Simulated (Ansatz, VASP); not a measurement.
**One calculation of Pt, two programs**

```xyz
1
Lattice="2.7731 0.0000 0.0000 1.3866 2.4016 0.0000 1.3866 0.8005 2.2643" Properties=species:S:1:pos:R:3 pbc="T T T"
Pt    0.0000    0.0000    0.0000
```

Alike in both runs: task single point; functional RPBE; k mesh 12 × 12 × 12; occupations gaussian, width 0.02 eV; no spin polarisation.

```csv
,VASP,Ansatz
version,VASP 6.6.1,Ansatz 0.2.0
potentials or method,"VASP PAW PBE potentials, release 64 (Pt)",Ansatz PAW
plane-wave cutoff (eV),520,420
valence electrons in the cell,10,18
```

```tsv
	VASP	Ansatz	Ansatz less VASP
gap on the k mesh at the Fermi level (eV)	none	none	-
pressure (GPa)	13.9	14.5	+0.59
```

A gap of «none» marks a metal or a gap that the smearing closes. The two sets of potentials don't hold the same shells in valence.

Caveats: the PAW data sets were made with another functional, which shifts forces and pressure a little (VASP); the PAW data sets come from PBE, with cores solved anew for the run's functional, which leaves a small shift of forces and pressure (Ansatz). The runs have no spin-orbit coupling, so splittings on Pt are missing.
